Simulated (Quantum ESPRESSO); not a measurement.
Input of a Quantum ESPRESSO 7.5 run:

pw.in

```
&CONTROL
  calculation = 'vc-relax'
  prefix = 'pwscf'
  outdir = './tmp'
  pseudo_dir = './pseudo'
  tprnfor = .true.
  tstress = .true.
  disk_io = 'low'
  nstep = 40
  forc_conv_thr = 0.0004
  etot_conv_thr = 1d-05
/
&SYSTEM
  ibrav = 0
  A = 2.68396521
  nat = 1
  ntyp = 1
  ecutwfc = 52
  ecutrho = 414
  nbnd = 13
  occupations = 'smearing'
  smearing = 'fd'
  degauss = 0.00367493
/
&ELECTRONS
  conv_thr = 2d-10
  electron_maxstep = 120
  mixing_beta = 0.5
/
&IONS
  ion_dynamics = 'bfgs'
/
&CELL
  cell_dynamics = 'bfgs'
  press = 300
  press_conv_thr = 0.3
/
ATOMIC_SPECIES
Rh   102.9055 rh_pbesol_v1.4.uspp.F.UPF
CELL_PARAMETERS alat
   0.0000000000    0.7071067810    0.7071067810
   0.7071067810    0.0000000000    0.7071067810
   0.7071067810    0.7071067810    0.0000000000
ATOMIC_POSITIONS alat
Rh     0.0000000000    0.0000000000    0.0000000000
K_POINTS automatic
12 12 12 0 0 0
```

Potentials or basis: GBRV 1.5 PBEsol.

Run with:

```bash
$ OMP_NUM_THREADS=1 mpirun -n 2 pw.x -nk 2 -in pw.in > pw.out
```

(1) Estimate the space group after relaxing (to 0.05 Å).

(2) Estimate the relaxed cell.

(3) Predict the relaxed volume.

(4) Predict the band gap on the k mesh.

## Answers

(1) Fm-3m (No. 225).

(2) a = 2.602 Å, b = 2.602 Å, c = 2.602 Å, α = 60.00°, β = 60.00°, γ = 60.00°.

(3) 12.46 Å³/atom.

(4) none (metal or under the smearing width).
